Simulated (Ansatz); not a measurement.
# Si (bcc type): a single-point run

The task is a single-point run on Si (bcc type).

Method: DFT, PBE, PAW with Ansatz's default frozen-core files, scalar-relativistic, in Ansatz 0.2.0.

1 further run of the same task is left out (for a known fault of the program).

### 1 The structure to begin with

The structure is cubic, space group Im-3m (No. 229). The conventional cell has a = 2.670 Å, b = 2.670 Å, c = 2.670 Å, α = 90.00°, β = 90.00°, γ = 90.00°. Si (site symmetry m-3m) is surrounded by 8 Si at 2.31 Å.

As a file:

```
CELL_PARAMETERS angstrom
-1.33503 1.33503 1.33503
1.33503 -1.33503 1.33503
1.33503 1.33503 -1.33503
ATOMIC_POSITIONS crystal
Si 0.00000 0.00000 0.00000
```

### 2 Running it

Input file input.yaml:

```yaml
crystal:
  lattice:
    - [-1.3350286561, 1.3350286561, 1.3350286561]
    - [1.3350286561, -1.3350286561, 1.3350286561]
    - [1.3350286561, 1.3350286561, -1.3350286561]
  atoms:
    - { symbol: Si, position: [0.0, 0.0, 0.0] }
kpoints:
  mp_grid: { grid: [17, 17, 17] }
scf:
  occupations: { method: fixed }
  max_iter: 60
hamiltonian:
  xc: pbe
  pseudopotentials: { kind: paw }
output:
  forces: true
  stress: true
  eigenvalues: true
  populations: true
```

On the command line:

```
$ ansatz run input.yaml --threads 1 --pin off --max-ram 2048MiB --backend cpu --events-out ev --progress --plain --runs-dir out
```

**Question.** How will this run end, and is anything wrong with its input?

The program finished normally, with warnings (band overlap at count, metallic iterate, unresolved pair at count). It gives a pressure of 109 GPa, which is large; a structure far from rest gives such values too, whatever the setting.

In the input, scf.occupations.method is fixed; scf.occupations.width is missing. The risk: fixed occupations where they can't hold. The run converged, but that does not make its result sound.

The test: set scf.occupations.method to fermi_dirac and scf.occupations.width to 0.05.
